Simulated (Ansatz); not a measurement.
The cell comes from COD entry 9008559, which wasn't checked; take it as a given geometry. The listed cell was then made from it by scaling, straining or moving an atom.

An input for Zr: DFT, PBEsol, all-electron PAW with datasets made for the crystal, scalar-relativistic (Ansatz 0.2.0).

Command: `ansatz run input.yaml --threads 1 --pin off --max-ram 3072MiB --backend cpu --events-out ev --progress --plain --runs-dir out` The run took 7.5 s on 1 thread of Arm Neoverse V2, with other jobs on the host, peak memory 0.37 GiB.

```yaml
crystal:
  lattice:
    - [-1.8643, 1.8643, 1.81]
    - [1.8643, -1.8643, 1.81]
    - [1.8643, 1.8643, -1.81]
  atoms:
    - { symbol: Zr, position: [0.0, 0.0, 0.0] }
kpoints:
  mp_grid: { grid: [14, 14, 14] }
scf:
  occupations: { method: fermi_dirac, width: 0.08 }
hamiltonian:
  xc: pbesol
  pseudopotentials: { kind: all_electron, datasets: crystal }
output:
  forces: true
  stress: true
  eigenvalues: true
  efg: { contact_densities: true }
```

The results part of the log:

```
SCF 1 converged in 7 iterations: F = -97871.763230 eV  dr2 = 2.95e-9
  Residual-converged pass: ⟨swp⟩=3.1  Hψ=4819  notcnv=0  max |occ|·‖R‖ = 3.7e-6 eV (tolerance 3.7e-6 eV)  dr2=2.98e-9  dr2_onsite=7.18e-10  max |Δocc| = 4.1e-8
  greatest PAW one-centre occupation: 0.996 electrons in one spin orbital (limit 2), on the Zr atom at site 0 (counted from 0), in its partial waves of l = 0
SCF converged after 7 iterations
Free energy (F): -97871.763230 eV
Harris-Foulkes:  -97871.763230 eV  (|F-HF|=2.10e-9)
Internal energy: -97871.717126 eV  (E = F + TS)
E sigma→0 (E₀):  -97871.740178 eV
Entropy (-TS):   -0.046104 eV (-46.104 meV/atom)
Past the cutoff: the bands carry plane waves up to 1.75 times it, of which those up to 1.5 times it add -0.000314 eV an atom, each by itself; the spheres take 0.000427 eV an atom off the energy for waves past 1.75 times it
By the cutoff:   a pressure is off by up to 0.007 GPa (1.2 times the spheres' own share and the shells' term, over an atom's volume, and 0.004 GPa: a bound that held against runs at twice the plane waves)
Past the cutoffs: a stress includes 0.0022 GPa for waves and charges beyond them, in addition to the slope of what the spheres take
In the spheres:  the bands' charges fall short by 2.5e-6 e at most (sound up to 1e-3)
Fermi energy:    14.022654 eV
--- Per-component energies (eV) ---
  The terms above E_closure are by the made datasets' own strengths, without shells solved beside the bands.
--- Forces (eV/Å), atoms counted from 1 ---
  atom   1  Zr    -0.00000000    -0.00000000    -0.00000000
  max |Σ_I F_I| component: 3.08e-32 eV/Å
--- Stress (GPa, compression-positive) ---
      -10.214447      -0.000000       0.000000
       -0.000000     -10.214447      -0.000000
        0.000000      -0.000000     -10.773163
  P = ⅓ Tr σ = -10.4007 GPa (-104.007 kbar)
--- PAW observables at the nuclei: V_zz in 10²¹ V/m², potentials from the cell's mean, atoms counted from 1 ---
  atom   1  Zr V_zz =    +0.163486   η = 0.0000   by run symmetry: allowed
            electrostatic potential = -5924.736550 V   contact ρ = 489787.774494 e/Å³
--- Band table (eV; the first three rows and the last of 244) ---
  k-point 0: bands = ["-34.5400", "-12.1717", "-12.1717", "-12.1698", "8.7788", "14.9147", "15.1815", "15.1815", "17.1818"]
  k-point 1: bands = ["-34.5347", "-12.2115", "-12.1816", "-12.1713", "8.9351", "14.8907", "15.0861", "15.3314", "17.0316"]
  k-point 2: bands = ["-34.5199", "-12.3218", "-12.2144", "-12.1704", "9.3800", "14.7682", "14.8341", "15.7727", "16.7719"]
  k-point 243: bands = ["-34.3505", "-12.7129", "-12.7129", "-12.6674", "11.7610", "11.8225", "19.1580", "19.1580", "19.2383"]
```
